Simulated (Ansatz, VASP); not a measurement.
# Cross-check of Zn2SeS between VASP and Ansatz, part 2 of 2

One calculation is typed for both programs; each brings its own data sets. How far apart do they land? The cell is taken from a series of runs on this material, whose earlier steps may have relaxed, scaled, displaced or heated it; both programs get it as it stands.

VASP 6.6.1 and Ansatz 0.2.0.

So far: The starting structure; VASP: relaxation of cell and atoms, PBEsol with D4.

## (3) Ansatz: relaxation of cell and atoms, PBEsol with D4

Level of this step: Ansatz beside VASP: Kohn-Sham DFT, plane waves, PBEsol with D4 (Ansatz).

Ansatz runs on its default PAW (the set named soft_2) files.

The same cell, functional and mesh now go to Ansatz, which takes its cutoff from its data sets.

The input, input.yaml:

```yaml
crystal:
  lattice:
    - [3.8613663565, 0.0, 0.0]
    - [0.0, 3.8613663565, 0.0]
    - [0.0, 0.0, 5.4597651981]
  atoms:
    - { symbol: Zn, position: [0.5, 0.0, 0.7635396942] }
    - { symbol: Zn, position: [0.0, 0.5, 0.2364603058] }
    - { symbol: Se, position: [0.0, 0.0, 0.5] }
    - { symbol: S, position: [0.5, 0.5, 0.0] }
kpoints:
  mp_grid: { grid: [8, 8, 6] }
hamiltonian:
  xc: pbesol
  dispersion: d4
scf:
  occupations: { method: fixed }
output:
  forces: true
  stress: true
  eigenvalues: true
relax:
  adjacent_minimum: "off"
  f_tol: 0.001
  max_steps: 60
  cell: { stress_tol: 0.01 }
```

On the command line:

```
$ ansatz run input.yaml --threads 2 --pin off --max-ram 5120MiB --backend cpu --events-out ev --progress --plain --runs-dir out
```

Numbers of over 12 decimals in the logs are rounded to 6 here.

Log:

```text
Engine: ansatz 0.2.0, x86_64-unknown-linux-gnu
Pseudopotentials: kind: paw
Pseudopotential: Zn, paw, valence charge 12, recommended cutoff 420 eV (normal), Zn.paw.azcp
Pseudopotential: Se, paw, valence charge 16, recommended cutoff 420 eV (normal), Se.paw.azcp
Pseudopotential: S, paw, valence charge 6, recommended cutoff 420 eV (normal), S.paw.azcp
Functional definition: PBEsol
  exchange = pbesol_x
  correlation = pbesol_c
Crystal: 4 atoms, lattice volume = 81.406 Å³
Basis set: ecut = 420 eV, 1611 PW (Γ), exchange–correlation on 54×54×80 points (8 copies of the dense FFT grid, shifted against one another)
Bands: 28, of which v1, the nominal top of the filled ones, is band 23 counted from 1 (22 counted from 0)
Symmetry: 8 space group operations
Space group: P-4m2 (ITA 115), of the structure as read, at distance tolerance 4.3e-5 Å
k-points: 60 of 384 (time reversal used)
Non-local potential: Zn, projectors of the file, l = 0: 2, l = 1: 2, l = 2: 3, l = 3: 1
Non-local potential: Se, projectors of the file, l = 0: 2, l = 1: 2, l = 2: 3, l = 3: 1
Non-local potential: S, projectors of the file, l = 0: 2, l = 1: 2, l = 2: 2
PAW form: soft (Blöchl's): semilocal exchange-correlation on the pseudo side does not see the compensation charge
PAW frozen core: Zn, regenerated for the run's functional, and the local potential with it (the file was generated under x = pbe(κ = 0.804, μ = 0.219515), c = pbe(β = 0.066725))
PAW frozen core: Se, regenerated for the run's functional, and the local potential with it (the file was generated under x = pbe(κ = 0.804, μ = 0.219515), c = pbe(β = 0.066725))
PAW frozen core: S, regenerated for the run's functional, and the local potential with it (the file was generated under x = pbe(κ = 0.804, μ = 0.219515), c = pbe(β = 0.066725))
PAW one-centre angular grid: Zn, 590 points (default); XC on 64 Gauss nodes
PAW one-centre angular grid: Se, 590 points (default); XC on 64 Gauss nodes
PAW one-centre angular grid: S, 110 points (default); XC on 64 Gauss nodes
Initial density: superposition of atomic densities (neutral atoms: chi_scale 0, normalization atom), corrected by the library's trained network
Initial wavefunctions: pseudopotential atomic-orbital guess
Functional: x = pbesol(κ = 0.804, μ = 0.123457), c = pbesol(β = 0.046)
SCF iter   1: F=—  HF=-12874.605167 eV  |F-HF|=—  |Δ(HF+E_count)|=         —  Δρ=4.89e-3  dr2=2.17e-2  ethr=1.77e-3  ⟨swp⟩=4.8  Hψ=6771  notcnv=0  defer=176
preconditioner: auto → Resta (q_TF=auto, 2.481 Å⁻¹)  ε∞=6.0  [insulator: Δε(μ)=1.592 eV  Ē_g=11.006 eV  n_scr=20 (ndim 8)  ℏωp=24.7 eV  f_vac=0.059  ε∞_Penn≈6.0]
SCF iter   2: F=—  HF=-12874.598975 eV  |F-HF|=—  |Δ(HF+E_count)|=   6.19e-3  Δρ=1.76e-3  dr2=4.52e-3  ethr=4.71e-5  ⟨swp⟩=2.0  Hψ=3230  notcnv=0  defer=180
SCF iter   3: F=—  HF=-12874.598127 eV  |F-HF|=—  |Δ(HF+E_count)|=   8.48e-4  Δρ=1.37e-3  dr2=1.12e-3  ethr=9.84e-6  ⟨swp⟩=2.0  Hψ=2787  notcnv=0  defer=180
SCF iter   4: F=—  HF=-12874.597756 eV  |F-HF|=—  |Δ(HF+E_count)|=   3.70e-4  Δρ=3.83e-4  dr2=1.35e-4  ethr=2.43e-6  ⟨swp⟩=2.0  Hψ=2700  notcnv=0  defer=180
SCF iter   5: F=—  HF=-12874.597805 eV  |F-HF|=—  |Δ(HF+E_count)|=   4.83e-5  Δρ=1.03e-4  dr2=1.28e-5  ethr=2.94e-7  ⟨swp⟩=2.6  Hψ=2701  notcnv=0  defer=117
SCF iter   6: F=—  HF=-12874.597793 eV  |F-HF|=—  |Δ(HF+E_count)|=   1.15e-5  Δρ=3.79e-5  dr2=1.15e-6  ethr=2.79e-8  ⟨swp⟩=2.0  Hψ=2699  notcnv=0  defer=60
SCF iter   7: F=-12874.597795 eV  HF=-12874.597795 eV  |F-HF|=2.69e-8  |Δ(HF+E_count)|=   1.35e-6  Δρ=9.26e-6  dr2=8.60e-8  ethr=2.17e-10  ⟨swp⟩=8.2  Hψ=10029  notcnv=0
SCF 1 converged in 7 iterations: F = -12874.597795 eV  dr2 = 8.60e-8
  greatest PAW one-centre occupation: 1.000 electrons in one spin orbital (limit 2), on the Se atom at site 2 (counted from 0), in its partial waves of l = 2
relax step   1: F+E_penalty+E_count = -12874.59779460 eV  Δ(F+E_penalty+E_count) = +0.000e0 eV  max|allowed force component| = 1.136e-4 eV/Å  Δτ_max = 0.0000 Å  P = -0.002 GPa  Ω = 81.406 Å³  (7 SCF iters, dr2 threshold 1.00e-7 eV, accepted)
Initial density: handed on by an earlier stage of this run
Initial wavefunctions: pseudopotential atomic-orbital guess (no wavefunctions were taken with the density)
iter 1 solved again at ethr=5.79e-8 eV; its pass at ethr=3.10e-3 eV (dr2=2.66e-5 eV) is discarded
SCF iter   1: F=—  HF=-12874.597819 eV  |F-HF|=—  |Δ(HF+E_count)|=         —  Δρ=9.32e-6  dr2=8.74e-8  ethr=5.79e-8  ⟨swp⟩=3.0  Hψ=11621  notcnv=0  defer=178
preconditioner: auto → Resta (q_TF=auto, 2.481 Å⁻¹)  ε∞=6.0  [insulator: Δε(μ)=1.624 eV  Ē_g=11.036 eV  n_scr=20 (ndim 8)  ℏωp=24.7 eV  f_vac=0.048  ε∞_Penn≈6.0]
SCF iter   2: F=—  HF=-12874.597795 eV  |F-HF|=—  |Δ(HF+E_count)|=   2.42e-5  Δρ=5.66e-6  dr2=3.14e-8  ethr=1.90e-10  ⟨swp⟩=2.1  Hψ=3014  notcnv=0  defer=150
SCF iter   3: F=—  HF=-12874.597795 eV  |F-HF|=—  |Δ(HF+E_count)|=   3.51e-8  Δρ=3.25e-6  dr2=1.22e-8  ethr=6.82e-11  ⟨swp⟩=2.0  Hψ=1787  notcnv=0  defer=150
SCF iter   4: F=—  HF=-12874.597795 eV  |F-HF|=—  |Δ(HF+E_count)|=   2.00e-8  Δρ=1.32e-6  dr2=1.15e-9  ethr=2.66e-11  ⟨swp⟩=2.0  Hψ=2612  notcnv=0  defer=150
SCF iter   5: F=—  HF=-12874.597795 eV  |F-HF|=—  |Δ(HF+E_count)|=  7.26e-10  Δρ=8.23e-7  dr2=4.23e-10  ethr=2.50e-12  ⟨swp⟩=2.0  Hψ=2580  notcnv=0  defer=150
SCF iter   6: F=—  HF=-12874.597795 eV  |F-HF|=—  |Δ(HF+E_count)|=  1.87e-10  Δρ=2.73e-7  dr2=5.34e-11  ethr=1.00e-12  ⟨swp⟩=2.0  Hψ=2578  notcnv=0  defer=150
SCF iter   7: F=—  HF=-12874.597795 eV  |F-HF|=—  |Δ(HF+E_count)|=  3.64e-12  Δρ=4.94e-8  dr2=2.81e-12  ethr=1.00e-12  ⟨swp⟩=1.0  Hψ=1620  notcnv=0  defer=150
SCF iter   8: F=-12874.597795 eV  HF=-12874.597795 eV  |F-HF|=3.64e-12  |Δ(HF+E_count)|=    0.00e0  Δρ=2.17e-8  dr2=4.03e-13  ethr=1.00e-12  ⟨swp⟩=9.9  Hψ=9653  notcnv=0
SCF 2 converged in 8 iterations: F = -12874.597795 eV  dr2 = 4.03e-13
relax step   2: F+E_penalty+E_count = -12874.59779465 eV  Δ(F+E_penalty+E_count) = -5.476e-8 eV  max|allowed force component| = 1.132e-4 eV/Å  Δτ_max = 0.0000 Å  P = -0.002 GPa  Ω = 81.406 Å³  stress off target by 2.44e-3 GPa  SCF on the basis re-selected at this cell (its energy is not comparable with the rows above)  (8 SCF iters)
basis re-selected at this cell: Δ(F+E_penalty+E_count) = -5.476e-8 eV, ΔP = +0.000 GPa vs the last step (what re-selecting the basis moved, of the pressure what is left beyond the Pulay correction that the steps carried, after the strain that the cell walked since its last selection, with what the two solves' SCF thresholds leave and, on support functions, any second-order correction that the steps lacked; it is no m [...]
SCF converged after 8 iterations
Free energy (F): -12874.597795 eV
Harris-Foulkes:  -12874.597795 eV  (|F-HF|=3.64e-12)
Internal energy: -12874.597795 eV  (E = F + TS)
E sigma→0 (E₀):  -12874.597795 eV
Fermi energy:    6.829255 eV
--- Per-component energies (eV) ---
  E_band       = -364.161782
  E_kinetic    = 490.000263
  E_local      = -6508.930520  (includes V_loc(G=0)·N_el)
  E_nonlocal   = 666.021878
  E_hartree    = 2929.401261
  E_xc         = -471.889372
  E_vxc        = -291.939502  (∫ρ·V_xc dr)
  E_paw        = -6033.192687  (= ΣΔE_a)
  E_vpaw       = -578.115126  (= ΣTr[D̂ρ^β])
  E_aug_tail   = -0.001306  (compensation charges beyond the density's cutoff)
  E_ewald      = -3947.924480
  E_disp       = -0.747941  (pairwise vdW)
  E_core_change = 2.665110  (= ΣΔE_core)
  E_smearing   = -0.000000  (= −TS)
  E_closure    = -0.000000  (closes the sum)
  Σ components = -12874.597795   (vs F -12874.597795, Δ=0.00e0)
--- Forces (eV/Å), atoms counted from 1 ---
  atom   1  Zn    -0.00000000     0.00000000    -0.00011321
  atom   2  Zn    -0.00000000     0.00000000     0.00011321
  atom   3  Se     0.00000000     0.00000000     0.00000000
  atom   4  S      0.00000000     0.00000000     0.00000000
  max |Σ_I F_I| component: 1.39e-17 eV/Å
--- Stress (GPa, compression-positive) ---
       -0.002439       0.000000      -0.000000
        0.000000      -0.002439       0.000000
       -0.000000       0.000000      -0.001318
  P = ⅓ Tr σ = -0.0021 GPa (-0.021 kbar)
--- Band table (eV; the first three rows and the last of 60) ---
  k-point 0: bands = [... 19 lower, 4.3495, 6.7622, 6.8293, 6.8293, 8.4535, 9.7630, 10.3955, 12.7700, ... 1 higher]
  k-point 1: bands = [... 19 lower, 4.4708, 6.0737, 6.6202, 6.6202, 9.1775, 9.9231, 10.5285, 12.4235, ... 1 higher]
  k-point 2: bands = [... 19 lower, 4.7943, 4.9993, 6.1389, 6.1389, 10.0794, 10.5461, 10.8303, 11.6900, ... 1 higher]
  k-point 59: bands = [... 19 lower, 3.7160, 3.8425, 3.8425, 3.9171, 12.1792, 12.2741, 12.6661, 12.6661, ... 1 higher]
--- Relaxed structure (1 steps of the walk, 1 accepted, 1 SCFs on fresh bases) ---
  F+E_penalty+E_count = -12874.59779465 eV   max|allowed force component| = 1.132e-4 eV/Å   (the final SCF, on the basis selected at the relaxed cell)
  cell:  # Å, volume = 81.4059 Å³
    - [3.8613663565, 0.0, 0.0]
    - [0.0, 3.8613663565, 0.0]
    - [0.0, 0.0, 5.4597651981]
  atoms:
    - { symbol: Zn, position: [0.5, 0.0, 0.7635396942] }
    - { symbol: Zn, position: [0.0, 0.5, 0.236460] }
    - { symbol: Se, position: [0.0, 0.0, 0.5] }
    - { symbol: S, position: [0.5, 0.5, 0.0] }
```

## (4) Differences

Known differences besides the potentials themselves: fixed occupations in Ansatz, narrow Gaussian smearing in VASP; the data sets hold 46 valence electrons in Ansatz (on its default PAW (the set named soft_2) files) and 36 in VASP; the cutoff is 420 eV in Ansatz and 500 eV in VASP; Ansatz makes its cores anew for this functional, VASP keeps those of its PBE data sets; Ansatz adds a Pulay correction to the stress that steers its cell, VASP none. Total energies have different zeros and are not compared.

Both answers:

| quantity | Ansatz | VASP | difference |
| --- | --- | --- | --- |
| volume (Å³) | 81.41 | 81.67 | -0.32 % |
| edge a after relaxation, in the typed setting (Å) | 3.861 | 3.865 | -0.11 % |
| edge c after relaxation, in the typed setting (Å) | 5.460 | 5.465 | -0.10 % |

## (5) What came out

| Quantity | Value |
| --- | --- |
| difference in volume (relaxation of cell and atoms, PBEsol with D4) | -0.32 % |

**Reading.** The difference in volume is -0.32 % (relaxation of cell and atoms, PBEsol with D4), within the 1.2 % picked in this series as the mark of a large difference, as far as the stopping tolerances let one tell. The data sets hold unlike numbers of valence electrons (46 in Ansatz and 36 in VASP), so part of the differences comes from the potentials. 1 further run of this series is not shown here. Such differences can come from data sets, numerical settings and the points named under the comparisons, not from the functional's error against experiment.

[Lines on the potential files, build, host, timing and source positions are cut from VASP's logs without a mark.]

[Logs are printed without paths, hosts, clocks, repeated set-up lines and the standing remarks that a program may print on its own settings, such as how far it seeks lower states.]

[Hosts, paths, dates, database ids (printed as entryN), source tags and the programs' standing remarks are cut or masked in the printed files.]
